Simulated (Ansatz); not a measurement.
# K (fcc type): the cost of one run

Method: DFT, PBE, all-electron LAPW, scalar-relativistic, in Ansatz 0.2.0.

This is K in the fcc structure; at room conditions it is bcc.

## 1. Starting point

It takes space group Fm-3m (No. 225, cubic). Conventional cell: a = 6.491 Å, b = 6.491 Å, c = 6.491 Å, α = 90.00°, β = 90.00°, γ = 90.00°.

Structure file:

```
K
1.0
     0.00000    3.24530    3.24530
     3.24530    0.00000    3.24530
     3.24530    3.24530    0.00000
K
1
Direct
  0.00000 0.00000 0.00000
```

## 2. Fcc relaxed under pressure, LAPW

input.yaml reads:

```yaml
crystal:
  lattice:
    - [0.0, 3.2453002525, 3.2453002525]
    - [3.2453002525, 0.0, 3.2453002525]
    - [3.2453002525, 3.2453002525, 0.0]
  atoms:
    - { symbol: K, position: [0.0, 0.0, 0.0] }
kpoints:
  mp_grid: { grid: [10, 10, 10] }
scf:
  occupations: { method: fermi_dirac, width: 0.05 }
hamiltonian:
  xc: pbe
  pseudopotentials: { kind: all_electron, lapw: { basis_error: 0.0005 } }
output:
  forces: true
  stress: true
  eigenvalues: true
relax:
  f_tol: 0.005
  max_steps: 12
  cell: { p_target: 0.33, stress_tol: 0.03 }
```

Launch:

```sh
> ansatz run input.yaml --threads 2 --pin off --max-ram 5120MiB --backend cpu --events-out ev --progress --plain --runs-dir out
```

What time and memory should one allow on 2 threads of Arm Neoverse V1, shared host?

About 1.6 s, with a peak of 0.21 GiB.
